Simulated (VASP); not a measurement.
# Al (Fm-3m) in VASP: single point with PBE

Aim: the single point of Al with PBE.

All numbers are computed with VASP 6.6.1; they aren't measurements. Logs are shortened: lines on timing, memory, paths and dates and some standing lists are left out, and cuts for length are marked.

### Step 1. The crystal as given

It takes space group Fm-3m (No. 225, cubic). Conventional cell: a = 4.039 Å, b = 4.039 Å, c = 4.039 Å, α = 90.00°, β = 90.00°, γ = 90.00°. Al (site symmetry m-3m) has 12 Al at 2.86 Å as nearest neighbours.

### Step 2. Single point, PBE

Contents of INCAR:

```
  ALGO = Normal
  EDIFF = 1E-6
  ENCUT = 520
  GGA = PE
  ICORELEVEL = 1
  ISIF = 2
  ISMEAR = 1
  LASPH = T
  LCHARG = F
  LREAL = F
  LWAVE = F
  NBANDS = 8
  NELM = 80
  PREC = Accurate
  SIGMA = 0.1
```

Contents of KPOINTS:

```
k-points
0
Gamma
  15 15 23
```

Contents of POSCAR:

```
Al
1.0
    2.8562036900      0.0000000000      0.0000000000
   -1.4281018500      2.4735449600      0.0000000000
    1.4281018500      0.8245149900      2.3320805500
Al
1
Direct
    0.0000000000      0.0000000000      0.0000000000
```

Potentials or basis: VASP PAW PBE potentials, release 64 (Al).

The run is started by

```bash
> cat potpaw_PBE.64/Al/POTCAR > POTCAR
> mpirun -np 1 vasp_std > vasp.out
```

OUTCAR:

```text
EDIFF = 1E-6
   ENCUT = 520
   GGA = PE
   ISIF = 2
   ISMEAR = 1
   LASPH = T
   LREAL = F
   NELM = 80
   PREC = Accurate

 ion  position               nearest neighbor table
   1  0.000  0.000  0.000-

  LATTYP: Found a face centered cubic cell.
 ALAT       =     4.0392819953

  Lattice vectors:

 A1 = (  -2.8562036900,  -0.0000000000,   0.0000000000)
 A2 = (  -1.4281018400,   0.8245149900,   2.3320805500)
 A3 = (  -1.4281018500,   2.4735449600,   0.0000000000)

Analysis of symmetry for initial positions (statically):
=====================================================================
 Subroutine PRICEL returns:
 Original cell was already a primitive cell.

 Routine SETGRP: Setting up the symmetry group for a
 face centered cubic supercell.

 Subroutine GETGRP returns: Found 48 space group operations
 (whereof 48 operations were pure point group operations)
 out of a pool of 48 trial point group operations.

The static configuration has the point symmetry O_h .

Analysis of symmetry for dynamics (positions and initial velocities):
=====================================================================
 Subroutine PRICEL returns:
 Original cell was already a primitive cell.

 Routine SETGRP: Setting up the symmetry group for a
 face centered cubic supercell.

 Subroutine GETGRP returns: Found 48 space group operations
 (whereof 48 operations were pure point group operations)
 out of a pool of 48 trial point group operations.

The dynamic configuration has the point symmetry O_h .

 Subroutine INISYM returns: Found 48 space group operations
 (whereof 48 operations are pure point group operations),
 and found     1 'primitive' translations

----------------------------------------------------------------------------------------

                                     Primitive cell

  volume of cell :      16.4760

  direct lattice vectors                    reciprocal lattice vectors
     2.856203690  0.000000000  0.000000000     0.350115086  0.202139039 -0.285867771
    -1.428101850  2.473544960  0.000000000     0.000000000  0.404278077 -0.142933886
     1.428101850  0.824514990  2.332080550     0.000000000  0.000000000  0.428801655

  length of vectors
     2.856203690  2.856203698  2.856203696     0.495137503  0.428801655  0.428801655

  position of ions in fractional coordinates (direct lattice)
     0.000000000  0.000000000  0.000000000

  ion indices of the primitive-cell ions
   primitive index   ion index
                 1           1

----------------------------------------------------------------------------------------

 KPOINTS: k-points

Automatic generation of k-mesh.
 Grid dimensions read from file:
 generate k-points for:   15   15   23

 Generating k-lattice:

  Cartesian coordinates                     Fractional coordinates (reciprocal lattice)
     0.023341006  0.013475936 -0.019057851     0.066666667  0.000000000  0.000000000
     0.000000000  0.026951872 -0.009528926     0.000000000  0.066666667  0.000000000
     0.000000000  0.000000000  0.018643550     0.000000000  0.000000000  0.043478261

  Length of vectors
     0.033009167  0.028586777  0.018643550

  Shift w.r.t. Gamma in fractional coordinates (k-lattice)
     0.000000000  0.000000000  0.000000000

 -----------------------------------------------------------------------------
|                                                                             |
|           W    W    AA    RRRRR   N    N  II  N    N   GGGG   !!!           |
|           W    W   A  A   R    R  NN   N  II  NN   N  G    G  !!!           |
|           W    W  A    A  R    R  N N  N  II  N N  N  G       !!!           |
|           W WW W  AAAAAA  RRRRR   N  N N  II  N  N N  G  GGG   !            |
|           WW  WW  A    A  R   R   N   NN  II  N   NN  G    G                |
|           W    W  A    A  R    R  N    N  II  N    N   GGGG   !!!           |
|                                                                             |
|     Your reciprocal lattice and k-lattice belong to different lattice       |
|     classes:                                                                |
|                                                                             |
|        The reciprocal lattice is body-centered cubic,                       |
|        whereas your k-lattice is base-centered monoclinic.                  |
|                                                                             |
|     Results are often still useful ...                                      |
|                                                                             |
 -----------------------------------------------------------------------------

 WARNING: IBZKPT: internal override: KBLOWUP is changed to .FALSE.
      ... skipping the blow-up phase ...

 Subroutine IBZKPT returns following result:
 ===========================================

 Found   1384 irreducible k-points:

 Following reciprocal coordinates:
            Coordinates               Weight
  0.000000  0.000000  0.000000      1.000000
  0.066667  0.000000  0.000000      2.000000
  0.133333 -0.000000  0.000000      2.000000
  0.200000  0.000000  0.000000      2.000000
  0.266667 -0.000000  0.000000      2.000000
  0.333333 -0.000000 -0.000000      2.000000
[... 16 lines left out ...]
  0.400000  0.133333  0.000000      4.000000
 -0.066667  0.133333 -0.000000      2.000000
 [... further k-points ...]
   k-points           NKPTS =   1384   k-points in BZ     NKDIM =   1384   number of bands    NBANDS=      8
   number of dos      NEDOS =    301   number of ions     NIONS =      1
   total plane-waves  NPLWV =  13824
   dimension x,y,z NGX =    24 NGY =   24 NGZ =   24
   dimension x,y,z NGXF=    48 NGYF=   48 NGZF=   48
   ions per type =               1
   NGX,Y,Z   is equivalent  to a cutoff of  13.97, 13.97, 13.97 a.u.
   NGXF,Y,Z  is equivalent  to a cutoff of  27.94, 27.94, 27.94 a.u.
 SYSTEM =  unknown system
   PREC   = accura    normal or accurate (medium, high low for compatibility)
   ISTART =      0    job   : 0-new  1-cont  2-samecut
   ICHARG =      2    charge: 1-file 2-atom 10-const
   ISPIN  =      1    spin polarized calculation?
   LNONCOLLINEAR =      F non collinear calculations
   LSORBIT =      F    spin-orbit coupling
   LASPH  =      T    aspherical Exc in radial PAW
   ENCUT  =  520.0 eV  38.22 Ry    6.18 a.u.   5.31  5.31  5.31*2*pi/ulx,y,z
   NELM   =     80;   NELMIN=  2; NELMDL= -5     # of ELM steps
   EDIFF  = 0.1E-05   stopping-criterion for ELM
   LREAL  =      F    real-space projection
   EDIFFG = 0.1E-04   stopping-criterion for IOM
   NSW    =      0    number of steps for IOM
   IBRION =     -1    ionic relax: 0-MD 1-quasi-New 2-CG
   NFREE  =      0    steps in history (QN), initial steepest desc. (CG)
   ISIF   =      2    stress and relaxation
   ISYM   =      2    0-nonsym 1-usesym 2-fastsym
   POTIM  = 0.5000    time-step for ionic-motion
   TEBEG  =    0.0;   TEEND  =   0.0 temperature during run
   PSTRESS=    0.0 pullay stress
   NELECT =       3.0000    total number of electrons
   NUPDOWN=      -1.0000    fix difference up-down
   EMIN   =  10.00;   EMAX   =-10.00  energy-range for DOS
   EFERMI =   0.00;   METHOD = LEGACY
   ISMEAR =     1;   SIGMA  =   0.10  broadening in eV -4-tet -1-fermi 0-gaus
   EFERMI_NEDOS =   21; number of points for ismear=-14 and -15
   IALGO  =     38    algorithm
   IMIX   =      4    mixing-type and parameters
     AMIX     =   0.40;   BMIX     =  1.00
     AMIX_MAG =   1.60;   BMIX_MAG =  1.00
  volume/ion in A,a.u.               =      16.48       111.19
  Fermi-wavevector in a.u.,A,eV,Ry     =   0.927893  1.753463 11.714409  0.860985
  Thomas-Fermi vector in A             =   2.054011
   LORBIT       =      0    0 simple, 1 ext, 2 COOP (PROOUT), +10 PAW based schemes
   GGA     = PE    functional components
   LHFCALC =     F    Hartree Fock is set to
   AEXX    =    0.0000 exact exchange contribution
   IVDW    =     0    specifies the selected vdW correction
   LEPSILON=     F    determine dielectric tensor
   LRPA    =     F    only Hartree local field effects (RPA)
 non-spin polarized calculation
 Methfessel and Paxton  Order N= 1 SIGMA  =   0.10
  energy-cutoff  :      520.00
  volume of cell :       16.48
 maximum number of plane-waves:       459
 NGX is ok and might be reduce to    24
   NGX = 11   NGY = 11   NGZ = 11

 number of electron       3.0000000 magnetization

 Free energy of the ion-electron system (eV)
  ---------------------------------------------------
  ext. energy  EPLUGINS =         0.00000000
  ---------------------------------------------------
  free energy    TOTEN  =        -3.74550907 eV

  energy without entropy =       -3.74551442  energy(sigma->0) =       -3.74551086

 the core state eigenenergies are
   1-  1s  -1498.1852  2s    -95.4106  2p    -56.8700

 E-fermi :   8.0802     XC(G=0): -10.2020

 val. band max:        8.0800794689   @ k =   0.3333   0.4667   0.3478
 cond. band min:       8.0855514452   @ k =  -0.2667   0.3333   0.3043
 fundamental gap:      0.0054719762
 Fermi energy:         8.0802375617

 k-point     1 :       0.0000    0.0000    0.0000
  band No.  band energies     occupation
      1      -3.1293      2.00000
      2      20.6424      0.00000
      3      20.6424      0.00000
      4      20.6424      0.00000
      5      22.1453      0.00000
      6      22.1453      0.00000
      7      22.1453      0.00000
      8      24.4913      0.00000

 k-point     2 :       0.0667    0.0000    0.0000
  band No.  band energies     occupation
      1      -2.9681      2.00000
      2      19.3414      0.00000
      3      19.3414      0.00000
      4      19.6221      0.00000
      5      21.7652      0.00000
      6      23.6824      0.00000
      7      23.6824      0.00000
      8      25.5886      0.00000

 k-point     3 :       0.1333   -0.0000    0.0000
  band No.  band energies     occupation
      1      -2.4855      2.00000
      2      17.7502      0.00000
      3      17.7502      0.00000
      4      17.9701      0.00000
      5      20.8624      0.00000
      6      22.2297      0.00000
      7      25.9494      0.00000
      8      25.9494      0.00000

 k-point     4 :       0.2000    0.0000    0.0000
  band No.  band energies     occupation
      1      -1.6848      2.00000
      2      16.3894      0.00000
      3      16.3894      0.00000
      4      16.4569      0.00000
      5      18.7746      0.00000
      6      19.8060      0.00000
      7      28.3109      0.00000
      8      28.3111      0.00000

 k-point     5 :       0.2667   -0.0000    0.0000
  band No.  band energies     occupation
      1      -0.5718      2.00000
      2      15.2111      0.00000
      3      15.2944      0.00000
      4      15.2944      0.00000
      5      15.4754      0.00000
      6      18.8113      0.00000
      7      29.7726      0.00000
      8      30.5196      0.00000

 k-point     6 :       0.3333   -0.0000   -0.0000
  band No.  band energies     occupation
      1       0.8449      2.00000
      2      12.3982      0.00000
      3      14.2654      0.00000
      4      14.4722      0.00000
      5      14.4722      0.00000
      6      17.9977      0.00000
      7      30.9859      0.00000
      8      32.3815      0.00000

 k-point     7 :       0.4000   -0.0000    0.0000
  band No.  band energies     occupation
      1       2.5486      2.00000
      2       9.5813     -0.00000
      3      13.6312      0.00000
      4      13.9244      0.00000
      5      13.9244      0.00000
      6      17.4273      0.00000
      7      32.2826      0.00000
      8      33.8623      0.00000
[... 166 lines left out ...]
 k-point    23 :       0.4000    0.1333    0.0000
  band No.  band energies     occupation
      1       4.7577      2.00000
      2       7.4153      2.00000
      3       9.9008     -0.00000
      4      13.9266      0.00000
      5      15.3097      0.00000
      6      19.6891      0.00000
      7      31.5494      0.00000
      8      33.3727      0.00000

 k-point    24 :      -0.0667    0.1333   -0.0000
  band No.  band energies     occupation
      1      -2.8070      2.00000
      2      17.5514      0.00000
      3      18.3418      0.00000
      4      20.9560      0.00000
      5      22.3413      0.00000
      6      23.2233      0.00000
      7      23.9352      0.00000
      8      25.3010      0.00000

 k-point    25 :       0.0000    0.2000    0.0000
  band No.  band energies     occupation
      1      -2.0446      2.00000
      2      13.3532      0.00000
      3      19.1637      0.00000
      4      19.1637      0.00000
      5      22.5087      0.00000
      6      23.6769      0.00000
      7      23.6769      0.00000
      8      25.7597      0.00000

 k-point    26 :       0.0667    0.2000    0.0000
  band No.  band energies     occupation
      1      -1.4057      2.00000
      2      11.7517      0.00000
      3      17.6709      0.00000
      4      19.1193      0.00000
      5      20.9371      0.00000
      6      23.6933      0.00000
      7      24.3037      0.00000
      8      24.9272      0.00000

 k-point    27 :       0.1333    0.2000    0.0000
  band No.  band energies     occupation
      1      -0.4528      2.00000
      2      10.4195      0.00000

------------------------ aborting loop because EDIFF is reached ----------------------------------------

  FORCE on cell =-STRESS in cart. coord.  units (eV):
  Direction    XX          YY          ZZ          XY          YZ          ZX
  --------------------------------------------------------------------------------------
  -------------------------------------------------------------------------------------
  Total        0.0043379      0.0043379      0.0043379     -0.0000000      0.0000000      0.0000000
  in kB        0.4218331      0.4218331      0.4218331     -0.0000000      0.0000000      0.0000000
  external PRESSURE =       0.4218331 kB  Pullay stress =       0.0000000 kB

 VOLUME and BASIS-vectors are now :
 -----------------------------------------------------------------------------
  energy-cutoff  :      520.00
  volume of cell :       16.48
      direct lattice vectors                 reciprocal lattice vectors
     2.856203690  0.000000000  0.000000000     0.350115086  0.202139039 -0.285867771
    -1.428101850  2.473544960  0.000000000     0.000000000  0.404278077 -0.142933886
     1.428101850  0.824514990  2.332080550     0.000000000  0.000000000  0.428801655

 POSITION                                       TOTAL-FORCE (eV/Angst)
 -----------------------------------------------------------------------------------
      0.00000      0.00000      0.00000         0.000000      0.000000      0.000000
 -----------------------------------------------------------------------------------
    total drift:                                0.000000      0.000000     -0.000000

  FREE ENERGIE OF THE ION-ELECTRON SYSTEM (eV)
  ---------------------------------------------------
  free  energy   TOTEN  =        -3.7455090725 eV

  energy  without entropy=       -3.7455144222  energy(sigma->0) =       -3.74551086
```

Wall time 56 s (1 thread of Intel Xeon Platinum 8488C (Sapphire Rapids), shared host); peak memory 0.26 GiB.

Results:

* Free energy: -3.7455 eV
* Pressure: 0.0 GPa
* Band gap on the k mesh: none (metal or under the smearing width)

Core levels (eV, on the scale of the bands):
| atom | levels |
| --- | --- |
| 1 Al | 1s -1498.2, 2s -95.4, 2p -56.9 |
